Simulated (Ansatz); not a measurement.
# Structure types of FeSi compared at 420 GPa

Structure types of FeSi are relaxed in primitive cells with their symmetry kept at 420 GPa on PAW files, and LAPW takes those cells. The enthalpy is E + pV at zero temperature, without zero-point motion. Only the types listed were tried, and differences under about 5 meV/atom are mesh noise. The real phase may be another.

Computed with Ansatz 0.2.0; functional PBEsol, scalar-relativistic. Settings: Fermi–Dirac smearing of 0.05 eV, spin-polarised from start moments Fe1 2.5 μB. Methods: LAPW: all electrons, basis error target 0.5 meV/atom; PAW: frozen-core files, cutoff 420 eV.

k meshes: rocksalt 18×18×18, CsCl 18×18×18, zincblende 15×15×15, anti NiAs 13×13×8.

The start moments died away, and the runs ended non-magnetic. The PAW files were made under PBE.

| start type | ends as | a, b, c (Å) | V (Å³/atom) | H − H(lowest), LAPW (meV/atom) | moment (μB/atom) |
| --- | --- | --- | --- | --- | --- |
| rocksalt | rocksalt, Fm-3m | 3.719, 3.719, 3.719 | 6.43 | ? | 0.00 |
| CsCl | CsCl, Pm-3m | 2.298, 2.298, 2.298 | 6.07 | 0.0 | 0.00 |
| zincblende | zincblende, F-43m | 3.870, 3.870, 3.870 | 7.24 | ? | 0.00 |
| anti NiAs | distorted anti NiAs, P6_3/mmc | 2.137, 2.137, 6.281 | 6.21 | 938.2 | 0.00 |

Question: Fill in "H − H(lowest), LAPW (meV/atom)" for the row "rocksalt".

Answer: 2795.1.

Question: What belongs in the row "zincblende", column "H − H(lowest), LAPW (meV/atom)"?

Answer: 7210.7.
